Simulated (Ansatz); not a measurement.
Runs of Ansatz 0.2.0 on Ag. The typed cell holds 1 atom: a = 2.819 Å, b = 2.883 Å, c = 2.861 Å, α = 109.89°, β = 107.88°, γ = 109.47°. This isn't the form of Ag at room conditions, which is fcc.

| level | spin | k mesh | cutoff (eV) | mesh quality | gap on the mesh (eV) | pressure (GPa) |
| --- | --- | --- | --- | --- | --- | --- |
| PBEsol | off | 6 × 6 × 6 | 420 | coarse | none | (a) |
| r2SCAN | off | 6 × 6 × 6 | 500 | coarse | none | -3.0 |
| LDA | off | 6 × 6 × 6 | 420 | coarse | none | -11.1 |
| r2SCAN | SOC, no magnetisation | 11 × 11 × 11 | 500 | not flagged | none | (b) |
| r2SCAN | off | 11 × 11 × 11 | 500 | not flagged | none | -3.6 |

Alike in all rows: task band structure; potentials or basis Ansatz PAW; cell sheared at random, sigma 0.01, atoms nudged by 0.01 Å; smearing fermi-dirac 0.05 eV.

Fill in the values left out.

(a) -6.9; (b) -3.7.

Caveats: some runs use coarse meshes; the PAW data sets come from PBE, with cores solved anew for the run's functional, which leaves a small shift of forces and pressure.

A k mesh can miss the band edges, and rows without SOC leave out spin-orbit coupling on Ag.

A gap of «none» marks a metal or a gap under the smearing width.
